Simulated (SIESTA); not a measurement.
**Cu in SIESTA: the effect of strain zz**

Cu:

```
Cu
1.0
     0.00000    1.80750    1.73520
     1.80750    0.00000    1.73520
     1.80750    1.80750    0.00000
Cu
1
Direct
  0.00000 0.00000 0.00000
```

The cell isn't the ideal one: cell strained along z.

Alike in all runs:

```yaml
Program: SIESTA 5.4.2
Task: band structure
Functional: PBEsol
Potentials_or_basis: PseudoDojo 0.4 standard (PBEsol files)
Basis: DZP (energy shift 0.003 Ry; two zetas on semicore shells)
Grid_cutoff: 800 Ry
Energy_shift: 0.003 Ry
k_mesh: 13 × 13 × 13
Occupations: fermi-dirac, width 0.05 eV
Spin: no spin polarisation
```

```tsv
strain zz	pressure (GPa)
-0.04	-1.1
-0.02	?
0	-7.4
0.02	-9.7
0.04	-12.0
```

**Question.** What does the run with strain zz -0.02 give?

**Answer.** Pressure -4.2 GPa.

Worked out: A parabola through the other rows of the pressure, of slope -155 GPa per unit of strain zz there, gives -4.4 GPa, against the run's -4.2.

Caveats: short orbitals over semicore shells can move pressures by several GPa; the basis of atomic orbitals isn't converged, which shifts pressures, moduli and gaps.
